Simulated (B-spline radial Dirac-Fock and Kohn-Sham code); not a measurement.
Method: Dirac-Fock energy differences between relaxed states, corrected for Breit and QED terms. Computed with an atomic code on a B-spline grid. Correlation and solid-state effects are left out.

Question: Identify the element and charge state from the binding energies below (tabulated ground configuration; the least bound level is included).

```csv
level,binding energy (eV)
1s,36574.4
2s,7404.6
2p1/2,7070.8
2p3/2,6743.9
3s,2768.3
3p1/2,2633.7
3p3/2,2555.6
```

Answer: Xe³⁶⁺: Z = 54 with 18 electrons, [Ne] 3s2 3p6. The hydrogen-like estimate √(E/Ry) = 51.8 for the K level lies 2.2 below Z (screening lowers it, relativity raises it); the outermost level, at 2555.6 eV, fixes the charge.

Question: An atom or ion in its tabulated ground configuration has these computed binding energies (the last is its least bound level). Which is it?

| level | binding energy (eV) |
| --- | --- |
| K | 27947.2 |
| L1 | 4252.6 |
| L2 | 3947.2 |
| M1 | 837.2 |
| N2 | 96.86 |
| O1 | 10.22 |
| O2,3 | 5.13 |

Answer: In: Z = 49 with 49 electrons, [Kr] 4d10 5s2 5p1. The hydrogen-like estimate √(E/Ry) = 45.3 for the K level lies 3.7 below Z (screening lowers it, relativity raises it); the outermost level, at 5.13 eV, fixes the charge.
